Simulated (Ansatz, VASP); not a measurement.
**Two plane-wave programs on MgO**

```
CELL_PARAMETERS angstrom
3.21626 0.00000 0.00000
-1.60813 2.78536 0.00000
0.00000 0.00000 4.35835
ATOMIC_POSITIONS crystal
Mg 0.66667 0.33333 0.75000
Mg 0.33333 0.66667 0.25000
O 0.66667 0.33333 0.25000
O 0.33333 0.66667 0.75000
```

Alike in both runs: task single point; functional PBEsol; k mesh 9 × 9 × 6; occupations gaussian, width 0.05 eV; no spin polarisation.

|  | VASP | Ansatz |
| --- | --- | --- |
| version | VASP 6.6.1 | Ansatz 0.2.0 |
| potentials or method | VASP PAW PBE potentials, release 64 (Mg, O) | scalar-relativistic, plane waves, PAW |
| plane-wave cutoff (eV) | 520 | 520 |
| valence electrons in the cell | 16 | 32 |

VASP gave:

```
gap on the k mesh at the Fermi level (eV)       : 3.88
least direct gap on the mesh (eV)               : 3.88
pressure (GPa)                                  : 25.8
largest component of the traceless stress (GPa) : 22.60
```

Question: What did Ansatz give for the same quantities?

Answer: gap on the k mesh at the Fermi level (eV): 3.89; least direct gap on the mesh (eV): 3.89; pressure (GPa): 25.6; largest component of the traceless stress (GPa): 21.99.

The functional is the same, so the differences come from potentials, cutoffs and numerics. The two sets of potentials don't hold the same shells in valence. Ansatz warned: «pseudo_functional_mismatch».

Caveats: so large a pressure means that the cell lies far from this level's equilibrium, or that cutoff or potentials fall short (VASP); the potentials were made for another functional, which shifts forces and pressure (VASP).
